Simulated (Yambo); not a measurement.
# InP (F-43m) in Yambo: a series of runs

One crystal, InP, is run at these levels: PBEsol; tasks: GW quasiparticle levels, G0W0 quasiparticle levels.

All numbers are computed with Yambo 5.3.0; they aren't measurements. Logs are shortened: lines on timing, memory, paths and dates and some standing lists are left out, and cuts for length are marked.

## (1) Starting point

The structure is cubic, space group F-43m (No. 216). The conventional cell has a = 5.861 Å, b = 5.861 Å, c = 5.861 Å, α = 90.00°, β = 90.00°, γ = 90.00°. In (site symmetry -43m) has 4 P at 2.54 Å as nearest neighbours. P (site symmetry -43m) is surrounded by 4 In at 2.54 Å.

## (2) GW quasiparticle levels, PBEsol

gw3.in

```
gw0
dyson
el_el_corr
rim_cut
HF_and_locXC
ppa
em1d
RandQpts= 1000000
RandGvec= 50 RL
EXXRLvcs= 70 Ry
VXCRLvcs= 70 Ry
Chimod= "HARTREE"
% BndsRnXp
 1 | 109 |
%
NGsBlkXp= 6 Ry
% LongDrXp
 1 | 1 | 1 |
%
PPAPntXp= 27.21138 eV
% GbndRnge
 1 | 109 |
%
GTermKind= "BG"
DysSolver= "n"
ExtendOut
% QPkrange
 1 | 8 | 7 | 13 |
%
```

scf.in

```
&CONTROL
  calculation = 'scf'
  prefix = 'pwscf'
  outdir = './tmp'
  pseudo_dir = './pseudo'
/
&SYSTEM
  ibrav = 0
  nat = 2
  ntyp = 2
  ecutwfc = 70
  nbnd = 15
  occupations = 'smearing'
  smearing = 'fd'
  degauss = 0.00367493
  force_symmorphic = .true.
/
&ELECTRONS
  conv_thr = 4d-10
  electron_maxstep = 120
  mixing_beta = 0.5
/
ATOMIC_SPECIES
In   114.8180 In.upf
P     30.9738 P.upf
CELL_PARAMETERS angstrom
   0.0000000000    2.9305000000    2.9305000000
   2.9305000000    0.0000000000    2.9305000000
   2.9305000000    2.9305000000    0.0000000000
ATOMIC_POSITIONS crystal
In     0.0000000000    0.0000000000    0.0000000000
P      0.7500000000    0.7500000000    0.7500000000
K_POINTS automatic
8 8 8 0 0 0
```

nscf.in

```
&CONTROL
  calculation = 'nscf'
  prefix = 'pwscf'
  outdir = './tmp'
  pseudo_dir = './pseudo'
/
&SYSTEM
  ibrav = 0
  nat = 2
  ntyp = 2
  ecutwfc = 70
  nbnd = 109
  occupations = 'fixed'
  force_symmorphic = .true.
/
&ELECTRONS
  conv_thr = 1d-08
  diago_full_acc = .true.
  diago_thr_init = 1d-06
/
ATOMIC_SPECIES
In   114.8180 In.upf
P     30.9738 P.upf
CELL_PARAMETERS angstrom
   0.0000000000    2.9305000000    2.9305000000
   2.9305000000    0.0000000000    2.9305000000
   2.9305000000    2.9305000000    0.0000000000
ATOMIC_POSITIONS crystal
In     0.0000000000    0.0000000000    0.0000000000
P      0.7500000000    0.7500000000    0.7500000000
K_POINTS automatic
4 4 4 0 0 0
```

gw3_1.in

```
gw0
dyson
el_el_corr
rim_cut
HF_and_locXC
ppa
em1d
RandQpts= 1000000
RandGvec= 50 RL
EXXRLvcs= 70 Ry
VXCRLvcs= 70 Ry
Chimod= "HARTREE"
% BndsRnXp
 1 | 109 |
%
NGsBlkXp= 6 Ry
% LongDrXp
 1 | 1 | 1 |
%
PPAPntXp= 27.21138 eV
% GbndRnge
 1 | 109 |
%
GTermKind= "BG"
DysSolver= "n"
ExtendOut
% QPkrange
 1 | 8 | 7 | 13 |
%
GfnQPdb= "E < gw3/ndb.QP"
```

gw3_2.in

```
gw0
dyson
el_el_corr
rim_cut
HF_and_locXC
ppa
em1d
RandQpts= 1000000
RandGvec= 50 RL
EXXRLvcs= 70 Ry
VXCRLvcs= 70 Ry
Chimod= "HARTREE"
% BndsRnXp
 1 | 109 |
%
NGsBlkXp= 6 Ry
% LongDrXp
 1 | 1 | 1 |
%
PPAPntXp= 27.21138 eV
% GbndRnge
 1 | 109 |
%
GTermKind= "BG"
DysSolver= "n"
ExtendOut
% QPkrange
 1 | 8 | 7 | 13 |
%
GfnQPdb= "E < gw3_1/ndb.QP"
```

Potentials or basis: PseudoDojo 0.4.1 SR PBEsol standard.

Started as:

```console
> OMP_NUM_THREADS=1 pw.x -in scf.in > scf.out
> OMP_NUM_THREADS=1 pw.x -in nscf.in > nscf.out
> cd tmp/pwscf.save; p2y; mv SAVE ../..; cd ../..
> OMP_NUM_THREADS=1 yambo
> mkdir -p gw3; ln -s $PWD/g0w00/ndb.RIM gw3/
> OMP_NUM_THREADS=1 yambo -F gw3.in -J gw3 -C gw3_out
> mkdir -p gw3_1; ln -s $PWD/gw3/ndb.pp* gw3_1/
> mkdir -p gw3_1; ln -s $PWD/g0w00/ndb.RIM gw3_1/
> OMP_NUM_THREADS=1 yambo -F gw3_1.in -J gw3_1 -C gw3_1_out
> # levels in gw3_1/ndb.QP reset to Eo + Z (Sx + Sc(Eo) - Vxc - shift), the shift holding the valence top or Fermi level at zero
> mkdir -p gw3_2; ln -s $PWD/gw3/ndb.pp* gw3_2/
> mkdir -p gw3_2; ln -s $PWD/g0w00/ndb.RIM gw3_2/
> OMP_NUM_THREADS=1 yambo -F gw3_2.in -J gw3_2 -C gw3_2_out
> # levels in gw3_2/ndb.QP reset to Eo + Z (Sx + Sc(Eo) - Vxc - shift), the shift holding the valence top or Fermi level at zero
```

Yambo's report:

```text
[... sections 02.01 to 02.04 as in the set-up run ...]

  [02.05] Energies & Occupations
  ==============================

  [X] === General ===
  [X] Electronic Temperature                        :  0.000000  0.000000 [eV K]
  [X] Bosonic    Temperature                        :  0.000000  0.000000 [eV K]
  [X] Finite Temperature mode                       : no
  [X] El. density                                   :  0.35762E+24 [cm-3]
  [X] Fermi Level                                   :  7.040825 [eV]

  [X] === Gaps and Widths ===
  [X] Conduction Band Min                           :  0.613406 [eV]
  [X] Valence Band Max                              :  0.000000 [eV]
  [X] Filled Bands                                  :   9
  [X] Empty Bands                                   :   10  109
  [X] Direct Gap                                    :  0.613406 [eV]
  [X] Direct Gap localized at k                     :  1
  [X] Indirect Gap                                  :  0.613406 [eV]
  [X] Indirect Gap between kpts                     :  1  1
  [X] Last valence band width                       :  2.962804 [eV]
  [X] 1st conduction band width                     :  3.586515 [eV]

 [03] Transferred momenta grid and indexing
 ==========================================

 IBZ Q-points                                      :   8
 BZ  Q-points                                      :   64

 K/Q-points units:
 rlu = crystal or reduced units; cc = cartesian coordinates; iku = interal k-units

 Q [1]          [rlu]:  0.000000  0.000000  0.000000
 Q [2]          [rlu]:  0.54193E-16  0.26437E-16  0.25000
 Q [3]          [rlu]: -0.10839E-15 -0.52875E-16 -0.50000
 Q [4]          [rlu]:  0.87374E-19  0.25000      0.25000
 Q [5]          [rlu]:  0.23853E-16  0.25000      0.50000
 Q [6]          [rlu]:  0.44978E-16  0.25000     -0.25000
 Q [7]          [rlu]: -0.17475E-18 -0.50000     -0.50000
 Q [8]          [rlu]:  0.250000 -0.500000 -0.250000

 [04] Coloumb potential Random Integration (RIM)
 ===============================================

 Summary of Coulomb integrals for non-metallic bands |Q|[au] RIM/Bare

 Q [1] 0.100000E-4 0.995870 * Q [2] 0.245646 1.064378
 Q [4] 0.283648 1.062979 * Q [6] 0.401138 1.025806
 Q [5] 0.470377 1.018843 * Q [3] 0.491292 1.016674
 Q [7] 0.567295 1.013309 * Q [8] 0.634256 1.010147

 [05] Dipoles
 ============

  [05.01] Setup: observables and procedures
  =========================================

  [WF-Oscillators/G space/Transverse up loader] Normalization (few states)  min/max  :  0.60185E-17   1.0000

  [WR./gw3//ndb.dipoles]----------------------------------------------------------
   Brillouin Zone Q/K grids (IBZ/BZ)                :    8   64    8   64
   RL vectors                                       :   4279 [WF]
   Fragmentation                                    : yes
   Electronic Temperature                           :  0.000000 [K]
   Bosonic    Temperature                           :  0.000000 [K]
   DIP band range                                   :    1  109
   DIP band range limits                            :   9  10
   DIP e/h energy range                             : -1.000000 -1.000000 [eV]
   RL vectors in the sum                            :   4279
   [r,Vnl] included                                 : yes
   Bands ordered                                    : yes
   Direct v evaluation                              : no
   Approach used                                    : G-space v
   Dipoles computed                                 : R V P [G-space]
   Wavefunctions                                    : Perdew, Burke & Ernzerhof SOL(X)+Perdew, Burke & Ernzerhof SOL(C)

 [06] Dynamic Dielectric Matrix (PPA)
 ====================================

 [WR./gw3//ndb.pp]---------------------------------------------------------------
  Brillouin Zone Q/K grids (IBZ/BZ)                :    8   64    8   64
  RL vectors                                       :   4279 [WF]
  Coulomb cutoff potential                         : none
  Fragmentation                                    : yes
  Electronic Temperature                           :  0.000000 [K]
  Bosonic    Temperature                           :  0.000000 [K]
  PPA    diel. fun.  energies                      : Perdew, Burke & Ernzerhof SOL(X)+Perdew, Burke & Ernzerhof SOL(C)
  wavefunctions                                    : Perdew, Burke & Ernzerhof SOL(X)+Perdew, Burke & Ernzerhof SOL(C)
  Global Gauge                                     : length
[... 140 lines left out ...]
  [Hartree-Fock] El. density                        :  0.35762E+24 [cm-3]
  [Hartree-Fock] Fermi Level                        :  7.040825 [eV]

  [Hartree-Fock] === Gaps and Widths ===
  [Hartree-Fock] Conduction Band Min                :  4.309759 [eV]
  [Hartree-Fock] Valence Band Max                   : -1.645664 [eV]
  [Hartree-Fock] Filled Bands                       :   9
  [Hartree-Fock] Empty Bands                        :   10  109
  [Hartree-Fock] Direct Gap                         :  5.955424 [eV]
  [Hartree-Fock] Direct Gap localized at k          :  1
  [Hartree-Fock] Indirect Gap                       :  5.955424 [eV]
  [Hartree-Fock] Indirect Gap between kpts          :  1  1
  [Hartree-Fock] Last valence band width            :  4.328044 [eV]
  [Hartree-Fock] 1st conduction band width          :  4.223366 [eV]

 [08] Dyson equation: Newton solver
 ==================================

 [WARNING] Response block size in GW reduced to 89      RL (3057    mHa)

  [08.01] G0W0 (W PPA)
  ====================

  [  GW  ] Bands range     :    1  109
  [GW/PPA] G damping       :  0.100000 [eV]

  QP @ state[ 1 ] K range:   1   8
  QP @ state[ 1 ] b range:   7  13

   Current Q-pt index             :  1
   :: PP condition fails/total    :  0.361066
   :: Time ordering fails/rest    :  0.499506
   :: Mean rel dev of PP cond     :  0.361072
   Current Q-pt index             :  2
   :: PP condition fails/total    :  0.340614
   :: Time ordering fails/rest    :  0.499138
   :: Mean rel dev of PP cond     :  0.340616
   Current Q-pt index             :  3
   :: PP condition fails/total    :  0.338846
   :: Time ordering fails/rest    :  0.500286
   :: Mean rel dev of PP cond     :  0.338876
   Current Q-pt index             :   4
[... 5 lines left out ...]
   :: Time ordering fails/rest    :  0.500096
   :: Mean rel dev of PP cond     :  0.341387
   Current Q-pt index             :   6
   :: PP condition fails/total    :  0.335816
   :: Time ordering fails/rest    :  0.500665
   :: Mean rel dev of PP cond     :  0.335829
   Current Q-pt index             :   7
   :: PP condition fails/total    :  0.345663
   :: Time ordering fails/rest    :  0.500482
   :: Mean rel dev of PP cond     :  0.345682
   Current Q-pt index             :   8
   :: PP condition fails/total    :  0.319152
   :: Time ordering fails/rest    :  0.500093
   :: Mean rel dev of PP cond     :  0.319161

  [08.02] QP properties and I/O
  =============================

  Legend (energies in eV)
  - B  : Band       - Eo  : bare energy
  - E  : QP energy  - Z   : Renormalization factor
  - So : Sc(Eo)     - S   : Sc(E)
  - dSp: Sc derivative precision

  - lXC: Local XC (Perdew, Burke & Ernzerhof SOL(X)+Perdew, Burke & Ernzerhof SOL(C))
  -nlXC: non-Local XC (Hartree-Fock)

  QP [eV] @ K [1] (iku):  0.000000  0.000000  0.000000
   B=7 Eo= -0.00 E= -0.41 E-Eo= -0.41 Re(Z)=0.78 Im(Z)=-0.143469E-2 nlXC= -14.0837 lXC= -12.4380 So=  1.12127
   B=8 Eo= -0.00 E= -0.41 E-Eo= -0.41 Re(Z)=0.78 Im(Z)=-0.143468E-2 nlXC= -14.0837 lXC= -12.4380 So=  1.12207
   B=9 Eo=  0.00 E= -0.41 E-Eo= -0.41 Re(Z)=0.78 Im(Z)=-0.143468E-2 nlXC= -14.0837 lXC= -12.4380 So=  1.12202
   B=10 Eo=  0.61 E=  0.60 E-Eo= -0.02 Re(Z)=0.79 Im(Z)=-0.137694E-2 nlXC= -7.60180 lXC= -11.2981 So= -3.71597
   B=11 Eo=  4.02 E=  3.89 E-Eo= -0.13 Re(Z)=0.80 Im(Z)=-0.144115E-2 nlXC= -6.45541 lXC= -10.2677 So= -3.97229
   B=12 Eo=  4.02 E=  3.88 E-Eo= -0.14 Re(Z)=0.80 Im(Z)=-0.144091E-2 nlXC= -6.45542 lXC= -10.2677 So= -3.98412
   B=13 Eo=  4.02 E=  3.88 E-Eo= -0.13 Re(Z)=0.80 Im(Z)=-0.144115E-2 nlXC= -6.45541 lXC= -10.2677 So= -3.97963
[... 46 lines left out ...]
  QP [eV] @ K [7] (iku): -0.500000  0.000000  0.000000
   B=7 Eo= -5.81 E= -6.52 E-Eo= -0.71 Re(Z)=0.75 Im(Z)=-0.212040E-2 nlXC= -15.6288 lXC= -11.4904 So=  3.19040
   B=8 Eo= -2.35 E= -3.11 E-Eo= -0.76 Re(Z)=0.78 Im(Z)=-0.157768E-2 nlXC= -14.0270 lXC= -11.0711 So=  1.97742
   B=9 Eo= -2.35 E= -3.11 E-Eo= -0.76 Re(Z)=0.78 Im(Z)=-0.157770E-2 nlXC= -14.0270 lXC= -11.0711 So=  1.98072
   B=10 Eo=  1.63 E=  1.55 E-Eo= -0.09 Re(Z)=0.81 Im(Z)=-0.134751E-2 nlXC= -5.28021 lXC= -8.85420 So= -3.67901
   B=11 Eo=  2.16 E=  2.25 E-Eo=  0.09 Re(Z)=0.80 Im(Z)=-0.139284E-2 nlXC= -6.18587 lXC= -10.2085 So= -3.91485
   B=12 Eo=  9.11 E=  9.08 E-Eo= -0.03 Re(Z)=0.75 Im(Z)=-0.582855E-2 nlXC= -4.63383 lXC= -10.4131 So= -5.82115
   B=13 Eo=  9.51 E=  9.41 E-Eo= -0.10 Re(Z)=0.71 Im(Z)= -0.07398 nlXC= -5.36035 lXC=-11.14252 So= -5.92349

  QP [eV] @ K [8] (iku): -0.500000  0.250000  0.000000
   B=7 Eo= -5.66 E= -6.38 E-Eo= -0.72 Re(Z)=0.75 Im(Z)=-0.198820E-2 nlXC= -15.6551 lXC= -11.5748 So=  3.11419
   B=8 Eo= -3.00 E= -3.71 E-Eo= -0.71 Re(Z)=0.77 Im(Z)=-0.162976E-2 nlXC= -13.6452 lXC= -10.6723 So=  2.05360
   B=9 Eo= -2.96 E= -3.76 E-Eo= -0.80 Re(Z)=0.78 Im(Z)=-0.160989E-2 nlXC= -13.3812 lXC= -10.3703 So=  1.98363
   B=10 Eo=  4.20 E=  4.26 E-Eo=  0.06 Re(Z)=0.80 Im(Z)=-0.145999E-2 nlXC= -5.37070 lXC= -9.70391 So= -4.25292
   B=11 Eo=  4.34 E=  4.48 E-Eo=  0.14 Re(Z)=0.78 Im(Z)=-0.154282E-2 nlXC= -7.04116 lXC= -11.8477 So= -4.63041
   B=12 Eo=  5.48 E=  5.42 E-Eo= -0.06 Re(Z)=0.79 Im(Z)=-0.156838E-2 nlXC= -5.31869 lXC= -9.87360 So= -4.62479
   B=13 Eo=  6.08 E=  6.11 E-Eo=  0.03 Re(Z)=0.80 Im(Z)=-0.149965E-2 nlXC= -4.78326 lXC= -9.33682 So= -4.52200

  [WR./gw3//ndb.QP]---------------------------------------------------------------
   Lattice constants                                :  5.537842  5.537842  5.537842
   Coulomb cutoff potential                         : none
   Electronic Temperature                           :  0.000000 [K]
   Bosonic    Temperature                           :  0.000000 [K]
   Green`s function   energies                      : Perdew, Burke & Ernzerhof SOL(X)+Perdew, Burke & Ernzerhof SOL(C)
   wavefunctions                                    : Perdew, Burke & Ernzerhof SOL(X)+Perdew, Burke & Ernzerhof SOL(C)
   PPA    diel. fun.  energies                      : Perdew, Burke & Ernzerhof SOL(X)+Perdew, Burke & Ernzerhof SOL(C)
   wavefunctions                                    : Perdew, Burke & Ernzerhof SOL(X)+Perdew, Burke & Ernzerhof SOL(C)
   QP tot states                                    :   56
   GW solver                                        : Newton
   GW approximation                                 : PPA
   PPA imaginary Energy                             :  27.21138 ev
   RIM G`s                                          :   51
   RIM random pts                                   :  1000000
   dS/dw steps                                      :  2
   dS/dw step                                       :  0.100000 ev
   X G`s                                            :   89 used
   X G`s                                            :   89 disk
   X bands                                          :    1  109
   X poles                                          :  100.0000 o/o
   X e/h E range                                    : -1.000000 -1.000000 ev
   X Hxc Kernel                                     : HARTREE
   X BZ energy Double Grid                          : no
   X Optical Averaged directions                    : none
   Sc/G bands                                       :    1  109
   Sc/G damping                                     :  0.100000 ev
   Sc bands terminator                              : yes
   Sc terminator kind                               : BG
   Sc Terminator pole                               :  40.81708
   Sx RL components                                 :   3479

   QP @ state[ 1 ] K range                          :   1   8
   QP @ state[ 1 ] b range                          :   7  13
   GF energies kind                                 : Perdew, Burke & Ernzerhof SOL(X)+Perdew, Burke & Ernzerhof SOL(C)
   GF WF`s kind                                     : Perdew, Burke & Ernzerhof SOL(X)+Perdew, Burke & Ernzerhof SOL(C)
   Xs energies kind                                 : Perdew, Burke & Ernzerhof SOL(X)+Perdew, Burke & Ernzerhof SOL(C)
   Xs WF`s kind                                     : Perdew, Burke & Ernzerhof SOL(X)+Perdew, Burke & Ernzerhof SOL(C)
```

What came out:

| Quantity | Value |
| --- | --- |
| Band gap on the k mesh, mean-field level | 0.61 eV, direct |
| Quasiparticle gap | 1.07 eV |
| Least direct quasiparticle gap | 1.07 eV |
| Quasiparticle gap at Γ | 1.07 eV |
| Band gap of the same states before the correction | 0.61 eV |

Quasiparticle terms (eV):
| k point | band | Kohn-Sham level | Vxc | Σx | Σc | Z | result |
| --- | --- | --- | --- | --- | --- | --- | --- |
| (0.000, 0.000, 0.000) | 7 | 0.00 | -12.44 | -14.08 | 1.12 | 0.79 | 0.00 |
| (0.000, 0.000, 0.000) | 8 | 0.00 | -12.44 | -14.08 | 1.13 | 0.79 | 0.00 |
| (0.000, 0.000, 0.000) | 9 | 0.00 | -12.44 | -14.08 | 1.13 | 0.79 | 0.00 |
| (0.000, 0.000, 0.000) | 10 | 0.61 | -11.30 | -7.60 | -3.64 | 0.80 | 1.07 |
| (0.000, 0.000, 0.000) | 11 | 4.02 | -10.27 | -6.46 | -3.90 | 0.80 | 4.37 |
| (0.000, 0.000, 0.000) | 12 | 4.02 | -10.27 | -6.46 | -3.91 | 0.80 | 4.36 |
| (0.000, 0.000, 0.000) | 13 | 4.02 | -10.27 | -6.46 | -3.91 | 0.80 | 4.36 |
| (0.000, 0.000, 0.250) | 7 | -3.49 | -11.57 | -14.47 | 2.08 | 0.77 | -3.71 |
| (0.000, 0.000, 0.250) | 8 | -0.57 | -12.06 | -14.03 | 1.30 | 0.79 | -0.68 |
| (0.000, 0.000, 0.250) | 9 | -0.57 | -12.06 | -14.03 | 1.31 | 0.79 | -0.68 |
| (0.000, 0.000, 0.250) | 10 | 1.70 | -10.83 | -7.08 | -3.73 | 0.80 | 2.14 |
| (0.000, 0.000, 0.250) | 11 | 4.72 | -10.37 | -6.19 | -4.15 | 0.80 | 5.16 |
| (0.000, 0.000, 0.250) | 12 | 4.72 | -10.37 | -6.19 | -4.14 | 0.80 | 5.17 |
| (0.000, 0.000, 0.250) | 13 | 5.24 | -10.45 | -5.89 | -4.51 | 0.79 | 5.70 |
| (0.000, 0.000, -0.500) | 7 | -5.80 | -10.72 | -15.00 | 3.12 | 0.75 | -6.28 |
| (0.000, 0.000, -0.500) | 8 | -0.98 | -11.86 | -14.12 | 1.49 | 0.79 | -1.18 |
| (0.000, 0.000, -0.500) | 9 | -0.98 | -11.86 | -14.12 | 1.49 | 0.79 | -1.19 |
| (0.000, 0.000, -0.500) | 10 | 1.40 | -10.78 | -7.02 | -3.69 | 0.81 | 1.88 |
| (0.000, 0.000, -0.500) | 11 | 4.73 | -10.00 | -5.65 | -4.20 | 0.80 | 5.27 |
| (0.000, 0.000, -0.500) | 12 | 4.73 | -10.00 | -5.65 | -4.20 | 0.80 | 5.27 |

Caveat: the k mesh is coarse (spacing up to 0.46 Å⁻¹), so the values aren't converged; the potentials hold a filled d shell without the s and p states of that shell, which can shift GW gaps by tenths of an eV, either way; between passes the levels were reset to the linearisation about the Kohn-Sham level, since this version mixes two points of expansion; the levels printed in its table differ; this version prints the column dSc/dw multiplied by 27.2; the terminator is approximate in this version, by hundredths of an eV; spin-orbit coupling is left out, which moves the levels of the heavy elements. A k mesh can miss the band edges.

[end of part 1 of 2]
